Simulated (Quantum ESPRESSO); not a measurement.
Here is a Quantum ESPRESSO 7.5 calculation.

The input pw.in:

```
&CONTROL
  calculation = 'scf'
  prefix = 'pwscf'
  outdir = './tmp'
  pseudo_dir = './pseudo'
  tprnfor = .true.
  disk_io = 'low'
/
&SYSTEM
  ibrav = 0
  celldm(1) = 8
  nat = 5
  ntyp = 1
  ecutwfc = 56
  nbnd = 46
  occupations = 'smearing'
  smearing = 'fd'
  degauss = 0.00367493
/
&ELECTRONS
  conv_thr = 5d-09
  electron_maxstep = 150
  mixing_beta = 0.3
  mixing_mode = 'local-TF'
/
ATOMIC_SPECIES
Pb   207.2000 Pb.upf
CELL_PARAMETERS alat
  0.8220310273332  -0.0000000000000   0.0000000000000
 -0.4110155136762   0.7118997523751   0.0000000000000
  0.0000000000000   0.0000000000000   6.1841287428378
ATOMIC_POSITIONS crystal
Pb     0.6666666667    0.3333333334    0.2864782277
Pb     0.3333333333    0.6666666666    0.3932391138
Pb     0.6666666667    0.3333333334    0.5000000000
Pb     0.3333333333    0.6666666666    0.6067608862
Pb     0.6666666667    0.3333333334    0.7135217723
K_POINTS automatic
9 9 1 0 0 0
```

The input pp_density.in:

```
&INPUTPP
  prefix = 'pwscf'
  outdir = './tmp'
  filplot = 'density.dat'
  plot_num = 0
/
&PLOT
  nfile = 1
  filepp(1) = 'density.dat'
  iflag = 3
  output_format = 6
  fileout = 'density.cube'
/
```

The input pp_potential.in:

```
&INPUTPP
  prefix = 'pwscf'
  outdir = './tmp'
  filplot = 'potential.dat'
  plot_num = 11
/
&PLOT
  nfile = 1
  filepp(1) = 'potential.dat'
  iflag = 3
  output_format = 6
  fileout = 'potential.cube'
/
```

File pp_elf.in:

```
&INPUTPP
  prefix = 'pwscf'
  outdir = './tmp'
  filplot = 'elf.dat'
  plot_num = 8
/
&PLOT
  nfile = 1
  filepp(1) = 'elf.dat'
  iflag = 3
  output_format = 6
  fileout = 'elf.cube'
/
```

Potentials or basis: PseudoDojo 0.4.1 SR PBE standard.

Run with:

```bash
$ OMP_NUM_THREADS=1 mpirun -n 2 pw.x -nk 2 -in pw.in > pw.out
$ OMP_NUM_THREADS=1 mpirun -n 1 pp.x -in pp_density.in > pp_density.out
$ OMP_NUM_THREADS=1 mpirun -n 1 pp.x -in pp_potential.in > pp_potential.out
$ OMP_NUM_THREADS=1 mpirun -n 1 pp.x -in pp_elf.in > pp_elf.out
```

**Question.** What does it give for the work function of the upper face?

**Answer.** 3.59 eV.

**Question.** What does it give for the work function of the lower face?

**Answer.** 3.59 eV.

**Question.** Predict the band gap on the k mesh.

**Answer.** None (metal or under the smearing width).

Forces on the atoms (eV/Å):
```
Pb   0.000  0.000 -0.049
Pb   0.000  0.000 -0.330
Pb   0.000  0.000  0.000
Pb   0.000  0.000  0.330
Pb   0.000  0.000  0.049
```

The run has no spin-orbit coupling, so splittings on Pb are missing.
